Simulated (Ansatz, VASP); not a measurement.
## One calculation of F, two programs

```
F
1.0
     0.00000    2.05574    2.05574
     2.05574    0.00000    2.05574
     2.05574    2.05574    0.00000
F
2
Direct
  0.87500 0.87500 0.87500
  0.12500 0.12500 0.12500
```

Change from the starting cell: volume scaled by 0.6, PAW files.

Alike in both runs: task single point; functional PBE; k mesh 13 × 13 × 13; occupations fermi-dirac, width 0.05 eV; no spin polarisation.

|  | VASP | Ansatz |
| --- | --- | --- |
| version | VASP 6.6.1 | Ansatz 0.2.0 |
| potentials or method | VASP PAW PBE potentials, release 64 (F) | PAW with Ansatz's default frozen-core files, scalar-relativistic |
| plane-wave cutoff (eV) | 520 | 420 |
| valence electrons in the cell | 14 | 14 |

|  | VASP | Ansatz | Ansatz less VASP |
| --- | --- | --- | --- |
| pressure (GPa) | 71.6 | 72.3 | +0.68 |

Caveats: the cell as given lies far from equilibrium; so large a pressure means that the cell lies far from this level's equilibrium, or that cutoff or potentials fall short (VASP).
